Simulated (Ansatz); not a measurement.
**HgTe, one cell by several methods**

```
CELL_PARAMETERS angstrom
0.00000 2.92150 2.92150
2.92150 0.00000 2.92150
2.92150 2.92150 0.00000
ATOMIC_POSITIONS crystal
Hg 0.00000 0.00000 0.00000
Te 0.50000 0.50000 0.50000
```

Atom numbers follow the list: Hg1, Te2.

The cell comes from COD entry 1538296, which wasn't checked; take it as a given geometry.

No spin–orbit coupling, which matters for the heavy atoms here.

All numbers are computed: DFT, PBEsol, PAW with Ansatz's default frozen-core files, scalar-relativistic (Ansatz 0.2.0); DFT, PBEsol, all-electron PAW with datasets made for the crystal, scalar-relativistic (Ansatz 0.2.0); DFT, PBEsol, all-electron LAPW, scalar-relativistic (Ansatz 0.2.0).

For PAW: a Γ-centred 12×12×12 k mesh, Fermi–Dirac smearing of 0.08 eV, cutoff 420 eV, no spin polarisation; the PAW files were made with PBE, and the program remakes their frozen cores for this functional. The crystal-made all-electron datasets (AE datasets) take a cutoff of 260 eV at this cell. LAPW targets a basis error of 1 meV/atom. The Ansatz runs share mesh, smearing and spin set-up. Plane-wave (PAW) pressures include the program's estimate of the Pulay term.

Stress and pressure are positive in compression.

Levels count from the Fermi level.

```tsv
quantity	PAW	AE datasets	LAPW
pressure (GPa)	6.06	6.07	6.07
highest filled level at X (eV)	-2.815	-2.815	-2.815
lowest empty level at X (eV)	4.628	4.627	4.627
highest filled level at Γ (eV)	-0.389	-0.389	-0.389
lowest empty level at Γ (eV)	7.656	7.655	7.654
highest filled level at L (eV)	-6.032	-6.033	-6.033
lowest empty level at L (eV)	0.458	0.458	0.458
```

PAW's pressure differs from the LAPW value by about 0.01 GPa or less.
